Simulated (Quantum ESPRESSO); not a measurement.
Write the native input for Quantum ESPRESSO 7.5 that does the following.

| Item | Value |
| --- | --- |
| Task | band structure |
| Functional | PBEsol |
| Potentials or basis | PseudoDojo 0.4.1 SR PBEsol standard |
| Cutoff | 1143 eV |
| Density cutoff | 4572 eV |
| k mesh | 9 × 9 × 9 |
| Occupations | fermi-dirac, width 0.05 eV |
| Spin | no spin polarisation |
| Mixing beta | 0.5 |
| Most SCF iterations | 120 |
| SCF threshold | 4e-10 Ry |

Crystal: As.

```
CELL_PARAMETERS angstrom
1.88080 1.08588 3.51406
-1.88080 1.08588 3.51406
0.00000 -2.17176 3.51406
ATOMIC_POSITIONS crystal
As 0.22600 0.22600 0.22600
As 0.77400 0.77400 0.77400
```

One way to write it, as run:

pw.in

```
&CONTROL
  calculation = 'scf'
  prefix = 'pwscf'
  outdir = './tmp'
  pseudo_dir = './pseudo'
  tprnfor = .true.
  tstress = .true.
  disk_io = 'low'
/
&SYSTEM
  ibrav = 0
  nat = 2
  ntyp = 1
  ecutwfc = 84
  nbnd = 22
  occupations = 'smearing'
  smearing = 'fd'
  degauss = 0.00367493
/
&ELECTRONS
  conv_thr = 4d-10
  electron_maxstep = 120
  mixing_beta = 0.5
/
ATOMIC_SPECIES
As    74.9216 As.upf
CELL_PARAMETERS angstrom
   1.8807968987    1.0858785957    3.5140619945
  -1.8807968987    1.0858785957    3.5140619945
   0.0000000000   -2.1717571915    3.5140619945
ATOMIC_POSITIONS crystal
As     0.2260000000    0.2260000000    0.2260000000
As     0.7740000000    0.7740000000    0.7740000000
K_POINTS automatic
9 9 9 0 0 0
```

pp_density.in

```
&INPUTPP
  prefix = 'pwscf'
  outdir = './tmp'
  filplot = 'density.dat'
  plot_num = 0
/
&PLOT
  nfile = 1
  filepp(1) = 'density.dat'
  iflag = 3
  output_format = 6
  fileout = 'density.cube'
/
```

pp_potential.in

```
&INPUTPP
  prefix = 'pwscf'
  outdir = './tmp'
  filplot = 'potential.dat'
  plot_num = 11
/
&PLOT
  nfile = 1
  filepp(1) = 'potential.dat'
  iflag = 3
  output_format = 6
  fileout = 'potential.cube'
/
```

pp_elf.in

```
&INPUTPP
  prefix = 'pwscf'
  outdir = './tmp'
  filplot = 'elf.dat'
  plot_num = 8
/
&PLOT
  nfile = 1
  filepp(1) = 'elf.dat'
  iflag = 3
  output_format = 6
  fileout = 'elf.cube'
/
```

bands.in

```
&CONTROL
  calculation = 'bands'
  prefix = 'pwscf'
  outdir = './tmp'
  pseudo_dir = './pseudo'
  disk_io = 'low'
  verbosity = 'high'
/
&SYSTEM
  ibrav = 0
  nat = 2
  ntyp = 1
  ecutwfc = 84
  nbnd = 22
  occupations = 'smearing'
  smearing = 'fd'
  degauss = 0.00367493
/
&ELECTRONS
  conv_thr = 1d-08
  electron_maxstep = 120
  mixing_beta = 0.5
  diago_full_acc = .true.
/
ATOMIC_SPECIES
As    74.9216 As.upf
CELL_PARAMETERS angstrom
   1.8807968987    1.0858785957    3.5140619945
  -1.8807968987    1.0858785957    3.5140619945
   0.0000000000   -2.1717571915    3.5140619945
ATOMIC_POSITIONS crystal
As     0.2260000000    0.2260000000    0.2260000000
As     0.7740000000    0.7740000000    0.7740000000
K_POINTS crystal
60
 0.0000000000  0.0000000000  0.0000000000 1
 0.0625000000  0.0000000000  0.0000000000 1
 0.1250000000  0.0000000000  0.0000000000 1
 0.1875000000  0.0000000000  0.0000000000 1
 0.2500000000  0.0000000000  0.0000000000 1
 0.3125000000  0.0000000000  0.0000000000 1
 0.3750000000  0.0000000000  0.0000000000 1
 0.4375000000  0.0000000000  0.0000000000 1
 0.5000000000  0.0000000000  0.0000000000 1
 0.5000000000  0.0383874312 -0.0383874312 1
 0.5000000000  0.0767748624 -0.0767748624 1
 0.5000000000  0.1151622936 -0.1151622936 1
 0.5000000000  0.1535497248 -0.1535497248 1
 0.5000000000  0.1919371561 -0.1919371561 1
 0.5000000000  0.2303245873 -0.2303245873 1
 0.7696754127  0.5000000000  0.2303245873 1
 0.7311503538  0.5000000000  0.2688496462 1
 0.6926252948  0.5000000000  0.3073747052 1
 0.6541002358  0.5000000000  0.3458997642 1
 0.6155751769  0.5000000000  0.3844248231 1
 0.5770501179  0.5000000000  0.4229498821 1
 0.5385250590  0.5000000000  0.4614749410 1
 0.5000000000  0.5000000000  0.5000000000 1
 0.4285714286  0.4285714286  0.4285714286 1
 0.3571428571  0.3571428571  0.3571428571 1
 0.2857142857  0.2857142857  0.2857142857 1
 0.2142857143  0.2142857143  0.2142857143 1
 0.1428571429  0.1428571429  0.1428571429 1
 0.0714285714  0.0714285714  0.0714285714 1
 0.0000000000  0.0000000000  0.0000000000 1
 0.0365162294  0.0000000000 -0.0365162294 1
 0.0730324587  0.0000000000 -0.0730324587 1
 0.1095486881  0.0000000000 -0.1095486881 1
 0.1460649175  0.0000000000 -0.1460649175 1
 0.1825811468  0.0000000000 -0.1825811468 1
 0.2190973762  0.0000000000 -0.2190973762 1
 0.2556136055  0.0000000000 -0.2556136055 1
 0.2921298349  0.0000000000 -0.2921298349 1
 0.3286460643  0.0000000000 -0.3286460643 1
 0.3651622936  0.0000000000 -0.3651622936 1
 0.6348377064  0.3651622936  0.0000000000 1
 0.5898918042  0.4101081958  0.0000000000 1
 0.5449459021  0.4550540979  0.0000000000 1
 0.5000000000  0.5000000000  0.0000000000 1
 0.5674188532  0.5674188532  0.1151622936 1
 0.6348377064  0.6348377064  0.2303245873 1
 0.6155751769  0.6155751769  0.2688496462 1
 0.5963126474  0.5963126474  0.3073747052 1
 0.5770501179  0.5770501179  0.3458997642 1
 0.5577875884  0.5577875884  0.3844248231 1
 0.5385250590  0.5385250590  0.4229498821 1
 0.5192625295  0.5192625295  0.4614749410 1
 0.5000000000  0.5000000000  0.5000000000 1
 0.5000000000  0.0000000000  0.0000000000 1
 0.5449459021  0.0608603823  0.0608603823 1
 0.5898918042  0.1217207645  0.1217207645 1
 0.6348377064  0.1825811468  0.1825811468 1
 0.6797836085  0.2434415291  0.2434415291 1
 0.7247295106  0.3043019114  0.3043019114 1
 0.7696754127  0.3651622936  0.3651622936 1
```

Potentials or basis: PseudoDojo 0.4.1 SR PBEsol standard.

The run is started by

```sh
$ OMP_NUM_THREADS=1 pw.x -in pw.in > pw.out
$ OMP_NUM_THREADS=1 pp.x -in pp_density.in > pp_density.out
$ OMP_NUM_THREADS=1 pp.x -in pp_potential.in > pp_potential.out
$ OMP_NUM_THREADS=1 pp.x -in pp_elf.in > pp_elf.out
$ OMP_NUM_THREADS=1 pw.x -in bands.in > bands.out
```

It gave:

| Quantity | Value |
| --- | --- |
| Pressure | 0.3 GPa |
| Largest force | 0.375 eV/Å |
| Band gap on the k mesh | none (metal or under the smearing width) |

Wall time 3 min on 1 thread of Arm Neoverse V1, with other jobs on the host, peak memory 0.16 GiB.
